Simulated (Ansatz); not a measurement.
**Cu on Pd (Palladium) (100)**

This session takes Pd (Palladium) and sets out to prepare the clean (100) slab, then find where and how strongly Cu adsorbs.

Computed with Ansatz 0.2.0 (DFT PBE+D3(BJ), scalar-relativistic, plane waves, PAW, unless a step's input says otherwise).

1 further run of the same task is left out (set aside as unsound or not needed).

### Step 1. The structure to begin with

Symmetry: Fm-3m, No. 225, cubic system. Conventional cell: a = 3.889 Å, b = 3.889 Å, c = 3.889 Å, α = 90.00°, β = 90.00°, γ = 90.00°. Pd (site symmetry m-3m) is surrounded by 12 Pd at 2.75 Å.

As a file:

```
Pd
1.0
     0.00000    1.94474    1.94474
     1.94474    0.00000    1.94474
     1.94474    1.94474    0.00000
Pd
1
Direct
  0.00000 0.00000 0.00000
```

This cell was relaxed beforehand with the same method: volume 14.71 Å³/atom, gap on the mesh none (metal).

### Step 2. Cutting the slab

Planes are indexed in the bulk's conventional cell (Fm-3m (No. 225)), a = 3.889 Å, b = 3.889 Å, c = 3.889 Å, α = 90.00°, β = 90.00°, γ = 90.00°.

A (100) slab, 5.8 Å thick as cut, with 17 Å of vacuum; its outer planes are Pd (top) and Pd (bottom).

The slab as cut. Layers, bottom to top:

```tsv
plane	atoms per cell	height over the lowest (Å)
1	Pd	0.00
2	Pd	1.94
3	Pd	3.89
4	Pd	5.83
```

### Step 3. Relaxing the clean slab

Input file input.yaml:

```yaml
crystal:
  lattice:
    - [2.7502723905, 0.0, 0.0]
    - [0.0, 2.7502723905, 0.0]
    - [0.0, 0.0, 22.8342087724]
  atoms:
    - { symbol: Pd, position: [0.5, 0.5, 0.3722485016] }
    - { symbol: Pd, position: [0.0, 0.0, 0.4574161672] }
    - { symbol: Pd, position: [0.5, 0.5, 0.5425838328] }
    - { symbol: Pd, position: [0.0, 0.0, 0.6277514984] }
basis:
  ecutwfc: 420
kpoints:
  mp_grid: { grid: [10, 10, 1] }
hamiltonian:
  xc: pbe
  dispersion: d3bj
scf:
  occupations: { method: gaussian, width: 0.1 }
output:
  forces: true
  eigenvalues: true
  write_density: true
  write_potential: true
  elf: true
  volumetric_format: npy
relax:
  adjacent_minimum: "off"
  f_tol: 0.03
  max_steps: 70
  constraints: [{ sites: [0, 1] }]
efield:
  axis: 3
  dipole_correction: true
```

The run is started by

```sh
ansatz run input.yaml --threads 1 --pin off --max-ram 2560MiB --backend cpu --events-out ev --progress --plain --runs-dir out
```

Further runs follow: start: Cu, top (Pd); start: Cu, bridge (Pd-Pd); Cu at the hollow over Pd site.

What does the calculation give? Wanted: clean slab: work function; Cu: lowest end.

**Answer**, as computed:

| quantity | value |
| --- | --- |
| clean slab: work function | 5.09 eV |
| Cu: lowest end | E_ads -4.20 eV, from the hollow over Pd start, 4 bonded, 1.70 Å high |

The strongest binding of Cu is 4.20 eV, a strong chemical bond when counted from the free atom, not from the element's molecule or solid; the ends span 0.90 eV. It lowers the work function by 0.61 eV, as a dipole layer with its positive end outwards does. The slab runs have no spin polarisation, while the free adsorbate has its spin; a moment that survived on the surface would lower E_ads. A start on a symmetric site keeps its symmetry, so an end may be a saddle point and not a minimum.
